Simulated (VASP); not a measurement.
# MoSe2 (P6_3/mmc) in VASP: notebook

Runs on MoSe2. Level: PBE. Tasks: relaxation of cell and atoms, relaxation of shape and atoms at fixed volume.

Program: VASP 6.6.1. These are calculated values, not measurements. Logs are shortened: lines on timing, memory, paths and dates and some standing lists are left out, and cuts for length are marked.

### Step 1. The structure

The structure is hexagonal, space group P6_3/mmc (No. 194). Conventional cell: a = 3.288 Å, b = 3.288 Å, c = 12.900 Å, α = 90.00°, β = 90.00°, γ = 120.00°. Mo (site symmetry -6m2) is surrounded by 6 Se at 2.49 Å. Around Se (site symmetry 3m) lie 3 Mo at 2.49 Å.

### Step 2. Relaxation of cell and atoms, PBE

Input file INCAR:

```
  PREC = Accurate
  ENCUT = 300
  EDIFF = 1E-6
  ISMEAR = 0
  SIGMA = 0.03
  LREAL = F
  LASPH = T
  NELM = 80
  ALGO = Normal
  ISIF = 3
  LWAVE = F
  LCHARG = F
  GGA = PE
  IBRION = 2
  NSW = 90
  EDIFFG = -0.01
  KPAR = 2
```

Input file KPOINTS:

```
regular mesh
0
Gamma
  5 5 1
```

Input file POSCAR:

```
MoSe2
1.0
    3.2880000000      0.0000000000      0.0000000000
   -1.6440000000      2.8474915276      0.0000000000
    0.0000000000      0.0000000000     12.9000000000
Mo Se
2 4
Direct
    0.3333333333      0.6666666667      0.2500000000
    0.6666666667      0.3333333333      0.7500000000
    0.3333333333      0.6666666667      0.6250000000
    0.6666666667      0.3333333333      0.1250000000
    0.3333333333      0.6666666667      0.8750000000
    0.6666666667      0.3333333333      0.3750000000
```

Potentials or basis: VASP PAW PBE potentials, release 64 (Mo, Se).

Command:

```
> cat potpaw_PBE.64/Mo/POTCAR potpaw_PBE.64/Se/POTCAR > POTCAR
> mpirun -np 2 vasp_std > vasp.out
```

OUTCAR:

```text
PREC = Accurate
   ENCUT = 300
   EDIFF = 1E-6
   ISMEAR = 0
   LREAL = F
   LASPH = T
   NELM = 80
   ISIF = 3
   GGA = PE
   IBRION = 2
   NSW = 90
   EDIFFG = -0.01

 ion  position               nearest neighbor table
   1  0.333  0.667  0.250-   4 2.49   6 2.49   4 2.49   6 2.49   4 2.49   6 2.49
   2  0.667  0.333  0.750-   3 2.49   5 2.49   3 2.49   5 2.49   3 2.49   5 2.49
   3  0.333  0.667  0.625-   2 2.49   2 2.49   2 2.49
   4  0.667  0.333  0.125-   1 2.49   1 2.49   1 2.49
   5  0.333  0.667  0.875-   2 2.49   2 2.49   2 2.49
   6  0.667  0.333  0.375-   1 2.49   1 2.49   1 2.49

  LATTYP: Found a hexagonal cell.
 ALAT       =     3.2880000000
 C/A-ratio  =     3.9233576642

  Lattice vectors:

 A1 = (   3.2880000000,   0.0000000000,   0.0000000000)
 A2 = (  -1.6440000000,   2.8474915276,   0.0000000000)
 A3 = (   0.0000000000,   0.0000000000,  12.9000000000)

Analysis of symmetry for initial positions (statically):
=====================================================================
 Subroutine PRICEL returns:
 Original cell was already a primitive cell.

 Routine SETGRP: Setting up the symmetry group for a
 hexagonal supercell.

 Subroutine GETGRP returns: Found 24 space group operations
 (whereof 12 operations were pure point group operations)
 out of a pool of 24 trial point group operations.

The static configuration has the point symmetry D_3d.
 The point group associated with its full space group is D_6h.

Analysis of symmetry for dynamics (positions and initial velocities):
=====================================================================
 Subroutine PRICEL returns:
 Original cell was already a primitive cell.

 Routine SETGRP: Setting up the symmetry group for a
 hexagonal supercell.

 Subroutine GETGRP returns: Found 24 space group operations
 (whereof 12 operations were pure point group operations)
 out of a pool of 24 trial point group operations.

The dynamic configuration has the point symmetry D_3d.
 The point group associated with its full space group is D_6h.

 Subroutine INISYM returns: Found 24 space group operations
 (whereof 12 operations are pure point group operations),
 and found     1 'primitive' translations

----------------------------------------------------------------------------------------

                                     Primitive cell

  volume of cell :     120.7769

  direct lattice vectors                    reciprocal lattice vectors
     3.288000000  0.000000000  0.000000000     0.304136253  0.175593148  0.000000000
    -1.644000000  2.847491528  0.000000000     0.000000000  0.351186295  0.000000000
     0.000000000  0.000000000 12.900000000     0.000000000  0.000000000  0.077519380

  length of vectors
     3.288000000  3.288000000 12.900000000     0.351186295  0.351186295  0.077519380

  position of ions in fractional coordinates (direct lattice)
     0.333333333  0.666666667  0.250000000
     0.666666667  0.333333333  0.750000000
     0.333333333  0.666666667  0.625000000
     0.666666667  0.333333333  0.125000000
     0.333333333  0.666666667  0.875000000
     0.666666667  0.333333333  0.375000000

  ion indices of the primitive-cell ions
   primitive index   ion index
                 1           1
                 2           2
                 3           3
                 4           4
                 5           5
                 6           6

----------------------------------------------------------------------------------------

 KPOINTS: regular mesh

Automatic generation of k-mesh.
 Grid dimensions read from file:
 generate k-points for:    5    5    1

 Generating k-lattice:

  Cartesian coordinates                     Fractional coordinates (reciprocal lattice)
     0.060827251  0.035118630  0.000000000     0.200000000  0.000000000  0.000000000
     0.000000000  0.070237259  0.000000000     0.000000000  0.200000000  0.000000000
     0.000000000  0.000000000  0.077519380     0.000000000  0.000000000  1.000000000

  Length of vectors
     0.070237259  0.070237259  0.077519380

  Shift w.r.t. Gamma in fractional coordinates (k-lattice)
     0.000000000  0.000000000  0.000000000

 Subroutine IBZKPT returns following result:
 ===========================================

 Found      5 irreducible k-points:

 Following reciprocal coordinates:
            Coordinates               Weight
  0.000000  0.000000  0.000000      1.000000
  0.200000  0.000000  0.000000      6.000000
  0.400000  0.000000  0.000000      6.000000
  0.200000  0.200000  0.000000      6.000000
  0.400000  0.200000  0.000000      6.000000
   k-points           NKPTS =      5   k-points in BZ     NKDIM =      5   number of bands    NBANDS=     22
   number of dos      NEDOS =    301   number of ions     NIONS =      6
   total plane-waves  NPLWV =  32000
   dimension x,y,z NGX =    20 NGY =   20 NGZ =   80
   dimension x,y,z NGXF=    40 NGYF=   40 NGZF=  160
   ions per type =               2   4
[... 21 lines left out ...]
   TEBEG  =    0.0;   TEEND  =   0.0 temperature during run
   PSTRESS=    0.0 pullay stress
   NELECT =      36.0000    total number of electrons
   NUPDOWN=      -1.0000    fix difference up-down
   EMIN   =  10.00;   EMAX   =-10.00  energy-range for DOS
   EFERMI =   0.00;   METHOD = LEGACY
   ISMEAR =     0;   SIGMA  =   0.03  broadening in eV -4-tet -1-fermi 0-gaus
   EFERMI_NEDOS =   21; number of points for ismear=-14 and -15
   IALGO  =     38    algorithm
   IMIX   =      4    mixing-type and parameters
     AMIX     =   0.40;   BMIX     =  1.00
     AMIX_MAG =   1.60;   BMIX_MAG =  1.00
  volume/ion in A,a.u.               =      20.13       135.84
  Fermi-wavevector in a.u.,A,eV,Ry     =   1.093573  2.066553 16.271226  1.195901
  Thomas-Fermi vector in A             =   2.229861
   LORBIT       =      0    0 simple, 1 ext, 2 COOP (PROOUT), +10 PAW based schemes
   GGA     = PE    functional components
   LHFCALC =     F    Hartree Fock is set to
   AEXX    =    0.0000 exact exchange contribution
   IVDW    =     0    specifies the selected vdW correction
   LEPSILON=     F    determine dielectric tensor
   LRPA    =     F    only Hartree local field effects (RPA)
 conjugate gradient relaxation of ions
 non-spin polarized calculation
 Gauss-broadening in eV      SIGMA  =   0.03
  energy-cutoff  :      300.00
  volume of cell :      120.78
 maximum number of plane-waves:      1441
 NGX is ok and might be reduce to    20
   NGX =  9   NGY =  9   NGZ = 37

--------------------------------------- Ionic step        1  -------------------------------------------

 number of electron      36.0000004 magnetization

 Free energy of the ion-electron system (eV)
  ---------------------------------------------------
  ext. energy  EPLUGINS =         0.00000000
  ---------------------------------------------------
  free energy    TOTEN  =       -39.66825055 eV

  energy without entropy =      -39.66825055  energy(sigma->0) =      -39.66825055

------------------------ aborting loop because EDIFF is reached ----------------------------------------

  FORCE on cell =-STRESS in cart. coord.  units (eV):
  Direction    XX          YY          ZZ          XY          YZ          ZX
  --------------------------------------------------------------------------------------
  -------------------------------------------------------------------------------------
  Total        4.5972807      4.5972807      8.9761648      0.0000000      0.0000000      0.0000000
  in kB       60.9856483     60.9856483    119.0741362      0.0000000      0.0000000      0.0000000
  external PRESSURE =      80.3484776 kB  Pullay stress =       0.0000000 kB
[... 101 lines left out ...]
  FREE ENERGIE OF THE ION-ELECTRON SYSTEM (eV)
  ---------------------------------------------------
  free  energy   TOTEN  =       -39.8560926450 eV

  energy  without entropy=      -39.8560926449  energy(sigma->0) =      -39.85609264

 E-fermi :   4.2565     XC(G=0): -10.2156

 val. band max:        4.1261657434   @ k =   0.0000   0.0000   0.0000
 cond. band min:       5.2248886822   @ k =   0.2000   0.2000   0.0000
 fundamental gap:      1.0987229388
 Fermi energy:         4.2565077357

 k-point     1 :       0.0000    0.0000    0.0000
  band No.  band energies     occupation
      1     -10.3003      2.00000
      2     -10.1411      2.00000
      3      -9.4304      2.00000
      4      -9.1937      2.00000
      5      -1.8096      2.00000
      6      -1.0445      2.00000
[... 114 lines left out ...]
     21       6.4535      0.00000
     22       6.5770      0.00000

 E-fermi :   4.0103     XC(G=0): -10.0567

 val. band max:        3.8733286615   @ k =   0.0000   0.0000   0.0000
 cond. band min:       5.0431119204   @ k =   0.2000   0.2000   0.0000
 fundamental gap:      1.1697832588
 Fermi energy:         4.0102808606

 k-point     1 :       0.0000    0.0000    0.0000
  band No.  band energies     occupation
      1     -10.4726      2.00000
      2     -10.3504      2.00000
      3      -9.5891      2.00000
      4      -9.4053      2.00000
      5      -1.9424      2.00000
      6      -1.2975      2.00000
[... 114 lines left out ...]
     21       6.2861      0.00000
     22       6.3330      0.00000

[... ionic steps 4 to 34 ...]

--------------------------------------- Ionic step       35  -------------------------------------------

 number of electron      35.9999989 magnetization

------------------------ aborting loop because EDIFF is reached ----------------------------------------
[... 75 lines left out ...]
--------------------------------------- Ionic step       37  -------------------------------------------

 number of electron      35.9999989 magnetization

 Free energy of the ion-electron system (eV)
  ---------------------------------------------------
  ext. energy  EPLUGINS =         0.00000000
  ---------------------------------------------------
  free energy    TOTEN  =       -39.91586064 eV

  energy without entropy =      -39.91586064  energy(sigma->0) =      -39.91586064

 E-fermi :   3.5492     XC(G=0):  -9.7299

 val. band max:        3.3855654340   @ k =   0.0000   0.0000   0.0000
 cond. band min:       4.7415895472   @ k =   0.2000   0.2000   0.0000
 fundamental gap:      1.3560241132
 Fermi energy:         3.5491592633

 k-point     1 :       0.0000    0.0000    0.0000
  band No.  band energies     occupation
      1     -10.8588      2.00000
      2     -10.7978      2.00000
      3      -9.9366      2.00000
      4      -9.8421      2.00000
      5      -2.2324      2.00000
      6      -1.8260      2.00000
[... 147 lines left out ...]
  FREE ENERGIE OF THE ION-ELECTRON SYSTEM (eV)
  ---------------------------------------------------
  free  energy   TOTEN  =       -39.9158606351 eV

  energy  without entropy=      -39.9158606351  energy(sigma->0) =      -39.91586064

 reached required accuracy - stopping structural energy minimisation
```

It took 3.9 min on 2 MPI ranks of Intel Xeon Platinum 8488C (Sapphire Rapids), shared host; peak memory 0.17 GiB.

Results:

```yaml
Free_energy: -39.9159 eV
Relaxed_volume: 23.03 Å³/atom
Relaxed_cell: a = 3.318 Å, b = 3.318 Å, c = 14.493 Å, α = 90.00°, β = 90.00°, γ = 120.00°
Space_group_after_relaxing_to_0.05_Å: P6_3/mmc (No. 194)
Energy_gained_by_relaxing: 41.3 meV/atom
Ionic_steps: 37
Pressure_after_relaxing: 0.0 GPa
Band_gap_on_the_k_mesh: 1.36 eV, indirect (least direct gap 1.85 eV)
```

Step by step:
| step | energy change (eV) | largest force (eV/Å) | pressure (GPa) | volume (Å³) |
| --- | --- | --- | --- | --- |
| 1 | 0.0000 | 1.0923 | 8.03 | 120.78 |
| 2 | 0.5062 | 1.9680 | -11.32 | 139.24 |
| 3 | -0.1878 | 0.1779 | -0.33 | 126.65 |
| 4 | -0.1883 | 0.1314 | -0.03 | 126.40 |
| 5 | -0.1883 | 0.1103 | 0.11 | 126.29 |
| 6 | -0.1950 | 0.1295 | 0.23 | 126.43 |
| 7 | -0.2028 | 0.1794 | 0.59 | 126.79 |
| 8 | -0.2072 | 0.1785 | 0.47 | 127.32 |
| 9 | -0.2184 | 0.1747 | 0.11 | 128.91 |
| 10 | -0.2329 | 0.1626 | -0.49 | 132.12 |
| 11 | -0.2369 | 0.1183 | -1.34 | 138.65 |
| 12 | -0.2391 | 0.1287 | -0.99 | 136.00 |
| 13 | -0.2438 | 0.0060 | -0.29 | 136.20 |
| 14 | -0.2444 | 0.0546 | 0.05 | 136.30 |
| 15 | -0.2456 | 0.0367 | 0.08 | 136.40 |
| 16 | -0.2465 | 0.0117 | 0.12 | 136.54 |
| 17 | -0.2460 | 0.0373 | 0.21 | 136.82 |
| 18 | -0.2467 | 0.0053 | 0.15 | 136.64 |
| 19 | -0.2468 | 0.0306 | 0.00 | 136.90 |
| 20 | -0.2468 | 0.0365 | -0.06 | 136.96 |
| 21 | -0.2468 | 0.0336 | -0.05 | 136.93 |
| 22 | -0.2468 | 0.0318 | -0.03 | 136.92 |
| 23 | -0.2469 | 0.0246 | -0.03 | 137.05 |
| 24 | -0.2470 | 0.0065 | -0.07 | 137.37 |
| 25 | -0.2470 | 0.0106 | -0.07 | 137.29 |
| 26 | -0.2471 | 0.0081 | 0.06 | 137.26 |
| 27 | -0.2471 | 0.0109 | 0.07 | 137.25 |
| 28 | -0.2472 | 0.0066 | 0.08 | 137.30 |
| 29 | -0.2473 | 0.0053 | 0.07 | 137.42 |
| 30 | -0.2473 | 0.0093 | 0.08 | 137.46 |
| 31 | -0.2474 | 0.0183 | 0.01 | 137.62 |
| 32 | -0.2474 | 0.0319 | -0.09 | 137.84 |
| 33 | -0.2474 | 0.0310 | -0.11 | 137.89 |
| 34 | -0.2475 | 0.0280 | -0.12 | 138.02 |
| 35 | -0.2475 | 0.0218 | -0.14 | 138.28 |
| 36 | -0.2476 | 0.0084 | -0.07 | 138.23 |
| 37 | -0.2476 | 0.0012 | -0.03 | 138.21 |

Final structure:
```xyz
6
Lattice="3.3184 0.0000 0.0000 -1.6592 2.8738 0.0000 0.0000 0.0000 14.4927" Properties=species:S:1:pos:R:3 pbc="T T T"
Mo    0.0000    1.9159    3.6232
Mo    1.6592    0.9579   10.8695
Se    0.0000    1.9159    9.2012
Se    1.6592    0.9579    1.9549
Se    0.0000    1.9159   12.5378
Se    1.6592    0.9579    5.2915
```

Levels at points of the mesh, in eV from the valence-band top:
```tsv
k point	band 14	band 15	band 16	band 17	band 18	band 19	band 20	band 21	band 22
(0.00, 0.00, 0.00)	-1.21	-1.21	-1.21	-0.59	0.00	2.79	2.79	2.81	2.81
```

Caveat: the k mesh is coarse (spacing up to 0.49 Å⁻¹), so the values aren't converged; an odd mesh through Γ misses points on the zone boundary, where band edges often lie; this functional lacks dispersion, which binds the layers, so the pressure and a relaxed spacing across them are unreliable; the volume moved by +14 % from the deposited cell, more than functionals usually miss.

(Part 1 of 2 ends here.)
